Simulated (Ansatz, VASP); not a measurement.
Given: the input of a run of Ansatz 0.2.0 on Sb.

The input input.yaml:

```yaml
crystal:
  lattice:
    - [0.0, 2.3712425216, 2.3712425216]
    - [2.3712425216, 0.0, 2.3712425216]
    - [2.3712425216, 2.3712425216, 0.0]
  atoms:
    - { symbol: Sb, position: [0.0, 0.0, 0.0] }
hamiltonian:
  xc: pbe
  pseudopotentials: { kind: paw }
kpoints:
  mp_grid: { grid: [10, 10, 10] }
scf:
  occupations: { method: gaussian, width: 0.012 }
output:
  forces: true
  stress: true
  eigenvalues: true
```

Potentials or basis: Ansatz PAW.

The run is started by

```bash
$ ansatz run input.yaml --threads 2 --pin off --max-ram 5632MiB --backend cpu --events-out ev --progress --plain --runs-dir out
```

Question: Translate it to VASP 6.6.1. Potentials there: VASP PAW PBE potentials, release 64 (Sb).

Answer: As run (the cutoff follows the program's own potentials):

Contents of INCAR:

```
ALGO = Normal
EDIFF = 1E-6
ENCUT = 520
GGA = PE
ISIF = 2
ISMEAR = 0
LASPH = True
LCHARG = False
LREAL = False
LWAVE = False
NBANDS = 8
NELM = 80
PREC = Accurate
SIGMA = 0.012
```

File KPOINTS:

```
k-points
0
Gamma
  10 10 10
```

Contents of POSCAR:

```
Sb
1.0
    0.0000000000      2.3712425216      2.3712425216
    2.3712425216      0.0000000000      2.3712425216
    2.3712425216      2.3712425216      0.0000000000
Sb
1
Direct
    0.0000000000      0.0000000000      0.0000000000
```

Potentials or basis: VASP PAW PBE potentials, release 64 (Sb).

Run with:

```console
$ cat potpaw_PBE.64/Sb/POTCAR > POTCAR
$ mpirun -np 1 vasp_std > vasp.out
```

Both were run:

|  | VASP | Ansatz | Ansatz less VASP |
| --- | --- | --- | --- |
| gap on the k mesh at the Fermi level (eV) | none | none | - |
| pressure (GPa) | 1.8 | 2.0 | +0.18 |

A gap of «none» marks a metal or a gap that the smearing closes. With one functional, cell and mesh, what is left measures potentials, basis and numerics. The two sets of potentials don't hold the same shells in valence.

The runs have no spin-orbit coupling, so splittings on Sb are missing.
